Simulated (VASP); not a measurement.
# AlP (F-43m) in VASP: single point with PBE

Aim: the single point of AlP with PBE.

Program: VASP 6.6.1. These are calculated values, not measurements. Logs are shortened: lines on timing, memory, paths and dates and some standing lists are left out, and cuts for length are marked.

**Experimental background.**

From a printed reference work, data compilation, for a bulk crystal of AlP at 4.2 K: band gap 2.505 eV (indirect).

How close the calculation comes is told below.

## Step 1: Starting point

It takes space group F-43m (No. 216, cubic). Conventional cell: a = 5.451 Å, b = 5.451 Å, c = 5.451 Å, α = 90.00°, β = 90.00°, γ = 90.00°. Al (site symmetry -43m) is surrounded by 4 P at 2.36 Å. P (site symmetry -43m) is surrounded by 4 Al at 2.36 Å.

## Step 2: Single point, PBE

INCAR

```
  PREC = Accurate
  ENCUT = 520
  EDIFF = 1E-7
  ISMEAR = 0
  SIGMA = 0.05
  LREAL = F
  LASPH = T
  NELM = 100
  ALGO = Fast
  ISIF = 2
  LWAVE = F
  LCHARG = F
  GGA = PE
  NBANDS = 11
```

KPOINTS

```
regular mesh
0
Gamma
  8 8 8
```

POSCAR

```
AlP
1.0
    0.0000000000      2.7255000000      2.7255000000
    2.7255000000      0.0000000000      2.7255000000
    2.7255000000      2.7255000000      0.0000000000
Al P
1 1
Direct
    0.0000000000      0.0000000000      0.0000000000
    0.7500000000      0.7500000000      0.7500000000
```

Potentials or basis: VASP PAW PBE potentials, release 64 (Al, P).

On the command line:

```sh
$ cat potpaw_PBE.64/Al/POTCAR potpaw_PBE.64/P/POTCAR > POTCAR
$ mpirun -np 1 vasp_std > vasp.out
```

OUTCAR:

```text
PREC = Accurate
   ENCUT = 520
   EDIFF = 1E-7
   ISMEAR = 0
   LREAL = F
   LASPH = T
   NELM = 100
   ISIF = 2
   GGA = PE

 ion  position               nearest neighbor table
   1  0.000  0.000  0.000-   2 2.36   2 2.36   2 2.36   2 2.36
   2  0.750  0.750  0.750-   1 2.36   1 2.36   1 2.36   1 2.36

  LATTYP: Found a face centered cubic cell.
 ALAT       =     5.4510000000

  Lattice vectors:

 A1 = (   0.0000000000,   2.7255000000,   2.7255000000)
 A2 = (   2.7255000000,   0.0000000000,   2.7255000000)
 A3 = (   2.7255000000,   2.7255000000,   0.0000000000)

Analysis of symmetry for initial positions (statically):
=====================================================================
 Subroutine PRICEL returns:
 Original cell was already a primitive cell.

 Routine SETGRP: Setting up the symmetry group for a
 face centered cubic supercell.

 Subroutine GETGRP returns: Found 24 space group operations
 (whereof 24 operations were pure point group operations)
 out of a pool of 48 trial point group operations.

The static configuration has the point symmetry T_d .

Analysis of symmetry for dynamics (positions and initial velocities):
=====================================================================
 Subroutine PRICEL returns:
 Original cell was already a primitive cell.

 Routine SETGRP: Setting up the symmetry group for a
 face centered cubic supercell.

 Subroutine GETGRP returns: Found 24 space group operations
 (whereof 24 operations were pure point group operations)
 out of a pool of 48 trial point group operations.

The dynamic configuration has the point symmetry T_d .

 Subroutine INISYM returns: Found 24 space group operations
 (whereof 24 operations are pure point group operations),
 and found     1 'primitive' translations

----------------------------------------------------------------------------------------

                                     Primitive cell

  volume of cell :      40.4919

  direct lattice vectors                    reciprocal lattice vectors
     0.000000000  2.725500000  2.725500000    -0.183452578  0.183452578  0.183452578
     2.725500000  0.000000000  2.725500000     0.183452578 -0.183452578  0.183452578
     2.725500000  2.725500000  0.000000000     0.183452578  0.183452578 -0.183452578

  length of vectors
     3.854439064  3.854439064  3.854439064     0.317749185  0.317749185  0.317749185

  position of ions in fractional coordinates (direct lattice)
     0.000000000  0.000000000  0.000000000
     0.750000000  0.750000000  0.750000000

  ion indices of the primitive-cell ions
   primitive index   ion index
                 1           1
                 2           2

----------------------------------------------------------------------------------------

 KPOINTS: regular mesh

Automatic generation of k-mesh.
 Grid dimensions read from file:
 generate k-points for:    8    8    8

 Generating k-lattice:

  Cartesian coordinates                     Fractional coordinates (reciprocal lattice)
    -0.022931572  0.022931572  0.022931572     0.125000000  0.000000000  0.000000000
     0.022931572 -0.022931572  0.022931572     0.000000000  0.125000000  0.000000000
     0.022931572  0.022931572 -0.022931572     0.000000000  0.000000000  0.125000000

  Length of vectors
     0.039718648  0.039718648  0.039718648

  Shift w.r.t. Gamma in fractional coordinates (k-lattice)
     0.000000000  0.000000000  0.000000000

 Subroutine IBZKPT returns following result:
 ===========================================

 Found     29 irreducible k-points:

 Following reciprocal coordinates:
            Coordinates               Weight
  0.000000  0.000000  0.000000      1.000000
  0.125000  0.000000  0.000000      8.000000
  0.250000  0.000000  0.000000      8.000000
  0.375000  0.000000  0.000000      8.000000
  0.500000  0.000000  0.000000      4.000000
  0.125000  0.125000  0.000000      6.000000
[... 16 lines left out ...]
  0.500000  0.250000  0.125000     48.000000
 -0.375000  0.250000  0.125000     24.000000
 [... further k-points ...]
   k-points           NKPTS =     29   k-points in BZ     NKDIM =     29   number of bands    NBANDS=     11
   number of dos      NEDOS =    301   number of ions     NIONS =      2
   total plane-waves  NPLWV =  27000
   dimension x,y,z NGX =    30 NGY =   30 NGZ =   30
   dimension x,y,z NGXF=    60 NGYF=   60 NGZF=   60
   ions per type =               1   1
   NGX,Y,Z   is equivalent  to a cutoff of  12.94, 12.94, 12.94 a.u.
   NGXF,Y,Z  is equivalent  to a cutoff of  25.88, 25.88, 25.88 a.u.
 SYSTEM =  unknown system
   PREC   = accura    normal or accurate (medium, high low for compatibility)
   ISTART =      0    job   : 0-new  1-cont  2-samecut
   ICHARG =      2    charge: 1-file 2-atom 10-const
   ISPIN  =      1    spin polarized calculation?
   LNONCOLLINEAR =      F non collinear calculations
   LSORBIT =      F    spin-orbit coupling
   LASPH  =      T    aspherical Exc in radial PAW
   ENCUT  =  520.0 eV  38.22 Ry    6.18 a.u.   7.17  7.17  7.17*2*pi/ulx,y,z
   NELM   =    100;   NELMIN=  2; NELMDL= -5     # of ELM steps
   EDIFF  = 0.1E-06   stopping-criterion for ELM
   LREAL  =      F    real-space projection
   EDIFFG = 0.1E-05   stopping-criterion for IOM
   NSW    =      0    number of steps for IOM
   IBRION =     -1    ionic relax: 0-MD 1-quasi-New 2-CG
   NFREE  =      0    steps in history (QN), initial steepest desc. (CG)
   ISIF   =      2    stress and relaxation
   ISYM   =      2    0-nonsym 1-usesym 2-fastsym
   POTIM  = 0.5000    time-step for ionic-motion
   TEBEG  =    0.0;   TEEND  =   0.0 temperature during run
   PSTRESS=    0.0 pullay stress
   NELECT =       8.0000    total number of electrons
   NUPDOWN=      -1.0000    fix difference up-down
   EMIN   =  10.00;   EMAX   =-10.00  energy-range for DOS
   EFERMI =   0.00;   METHOD = LEGACY
   ISMEAR =     0;   SIGMA  =   0.05  broadening in eV -4-tet -1-fermi 0-gaus
   EFERMI_NEDOS =   21; number of points for ismear=-14 and -15
   IALGO  =     68    algorithm
   IMIX   =      4    mixing-type and parameters
     AMIX     =   0.40;   BMIX     =  1.00
     AMIX_MAG =   1.60;   BMIX_MAG =  1.00
  volume/ion in A,a.u.               =      20.25       136.63
  Fermi-wavevector in a.u.,A,eV,Ry     =   0.953488  1.801831 12.369596  0.909140
  Thomas-Fermi vector in A             =   2.082148
   LORBIT       =      0    0 simple, 1 ext, 2 COOP (PROOUT), +10 PAW based schemes
   GGA     = PE    functional components
   LHFCALC =     F    Hartree Fock is set to
   AEXX    =    0.0000 exact exchange contribution
   IVDW    =     0    specifies the selected vdW correction
   LEPSILON=     F    determine dielectric tensor
   LRPA    =     F    only Hartree local field effects (RPA)
 non-spin polarized calculation
 RMM-DIIS sequential band-by-band and
 Gauss-broadening in eV      SIGMA  =   0.05
  energy-cutoff  :      520.00
  volume of cell :       40.49
 maximum number of plane-waves:      1106
 NGX is ok and might be reduce to    30
   NGX = 15   NGY = 15   NGZ = 15

 number of electron       7.9999999 magnetization

 Free energy of the ion-electron system (eV)
  ---------------------------------------------------
  ext. energy  EPLUGINS =         0.00000000
  ---------------------------------------------------
  free energy    TOTEN  =       -10.36684193 eV

  energy without entropy =      -10.36684193  energy(sigma->0) =      -10.36684193

 E-fermi :   4.8840     XC(G=0):  -9.2281

 val. band max:        4.6260645199   @ k =   0.0000   0.0000   0.0000
 cond. band min:       6.1954416685   @ k =   0.5000   0.5000   0.0000
 fundamental gap:      1.5693771487
 Fermi energy:         4.8840471705

 k-point     1 :       0.0000    0.0000    0.0000
  band No.  band energies     occupation
      1      -6.9078      2.00000
      2       4.6261      2.00000
      3       4.6261      2.00000
      4       4.6261      2.00000
      5       7.9744      0.00000
      6       9.1944      0.00000
      7       9.1944      0.00000
      8       9.1944      0.00000
      9      13.4664      0.00000
     10      13.4664      0.00000
     11      14.9517      0.00000

 k-point     2 :       0.1250    0.0000    0.0000
  band No.  band energies     occupation
      1      -6.7344      2.00000
      2       3.4018      2.00000
      3       4.4772      2.00000
      4       4.4772      2.00000
      5       8.3695      0.00000
      6       9.4793      0.00000
      7       9.4793      0.00000
      8       9.7408      0.00000
      9      12.9765      0.00000
     10      12.9765      0.00000
     11      15.5825      0.00000

 k-point     3 :       0.2500    0.0000    0.0000
  band No.  band energies     occupation
      1      -6.2463      2.00000
      2       1.4441      2.00000
      3       4.1817      2.00000
      4       4.1817      2.00000
      5       7.9749      0.00000
      6       9.7841      0.00000
      7       9.7841      0.00000
      8      11.5955      0.00000
      9      12.9577      0.00000
     10      12.9577      0.00000
     11      15.0230      0.00000

 k-point     4 :       0.3750    0.0000    0.0000
  band No.  band energies     occupation
      1      -5.5895      2.00000
      2      -0.2066      2.00000
      3       3.9455      2.00000
      4       3.9455      2.00000
      5       7.5961      0.00000
      6       9.5911      0.00000
      7       9.5911      0.00000
      8      12.8182      0.00000
      9      14.3585      0.00000
     10      14.3585      0.00000
     11      15.3088      0.00000
[... 239 lines left out ...]
 k-point    22 :       0.3750    0.2500    0.1250
  band No.  band energies     occupation
      1      -5.8329      2.00000
      2       1.1220      2.00000
      3       2.7213      2.00000
      4       3.7087      2.00000
      5       8.4877      0.00000
      6       9.4796      0.00000
      7      10.0807      0.00000
      8      11.4589      0.00000
      9      13.0011      0.00000
     10      15.4524      0.00000
     11      17.5895      0.00000

 k-point    23 :       0.5000    0.2500    0.1250
  band No.  band energies     occupation
      1      -5.2311      2.00000
      2       0.0032      2.00000
      3       2.1547      2.00000
      4       3.3232      2.00000
      5       8.5873      0.00000
      6       9.4366      0.00000
      7      10.6826      0.00000
      8      11.7549      0.00000
      9      14.1366      0.00000
     10      16.0073      0.00000
     11      17.4898      0.00000

 k-point    24 :      -0.3750    0.2500    0.1250
  band No.  band energies     occupation
      1      -4.9010      2.00000
      2      -0.5612      2.00000
      3       2.0206      2.00000
      4       3.1347      2.00000
      5       8.5834      0.00000
      6       9.1705      0.00000
      7      11.5364      0.00000
      8      12.3526      0.00000
      9      13.6537      0.00000
     10      16.1192      0.00000
     11      17.4035      0.00000

 [... further k-points ...]
[... 5 lines left out ...]
  --------------------------------------------------------------------------------------
  -------------------------------------------------------------------------------------
  Total        0.6655354      0.6655354      0.6655354      0.0000000      0.0000000      0.0000000
  in kB       26.3337786     26.3337786     26.3337786      0.0000000      0.0000000      0.0000000
  external PRESSURE =      26.3337786 kB  Pullay stress =       0.0000000 kB

 VOLUME and BASIS-vectors are now :
 -----------------------------------------------------------------------------
  energy-cutoff  :      520.00
  volume of cell :       40.49
      direct lattice vectors                 reciprocal lattice vectors
     0.000000000  2.725500000  2.725500000    -0.183452578  0.183452578  0.183452578
     2.725500000  0.000000000  2.725500000     0.183452578 -0.183452578  0.183452578
     2.725500000  2.725500000  0.000000000     0.183452578  0.183452578 -0.183452578

 POSITION                                       TOTAL-FORCE (eV/Angst)
 -----------------------------------------------------------------------------------
      0.00000      0.00000      0.00000         0.000000      0.000000      0.000000
      4.08825      4.08825      4.08825        -0.000000     -0.000000     -0.000000
 -----------------------------------------------------------------------------------
    total drift:                                0.000000      0.000000      0.000000

  FREE ENERGIE OF THE ION-ELECTRON SYSTEM (eV)
  ---------------------------------------------------
  free  energy   TOTEN  =       -10.3668419262 eV

  energy  without entropy=      -10.3668419262  energy(sigma->0) =      -10.36684193
```

It took 12 s on 1 thread of Intel Xeon 6975P-C (Granite Rapids), shared host; peak memory 0.15 GiB.

What came out:

* Free energy: -10.3668 eV
* Pressure: 2.6 GPa
* Band gap on the k mesh: 1.57 eV, indirect (least direct gap 3.35 eV)

Levels at points of the mesh, in eV from the valence-band top:
| k point | band 2 | band 3 | band 4 | band 5 | band 6 | band 7 |
| --- | --- | --- | --- | --- | --- | --- |
| (0.00, 0.00, 0.00) | 0.00 | 0.00 | 0.00 | 3.35 | 4.57 | 4.57 |
| (0.50, 0.00, 0.00) | -5.55 | -0.77 | -0.77 | 2.83 | 4.82 | 4.82 |
| (0.50, 0.50, 0.00) | -5.32 | -2.11 | -2.11 | 1.57 | 2.47 | 11.12 |

## Step 3: Against experiment

Step 2. Measured gap of AlP: 2.505 eV (indirect; 4.2 K; a printed reference work, data compilation). This calculation gives 1.57 eV (-0.94 eV). The value is that of PBE on a finite k mesh, which can miss the band edges, without temperature or zero-point motion. Semilocal functionals fall short of measured gaps as a rule.
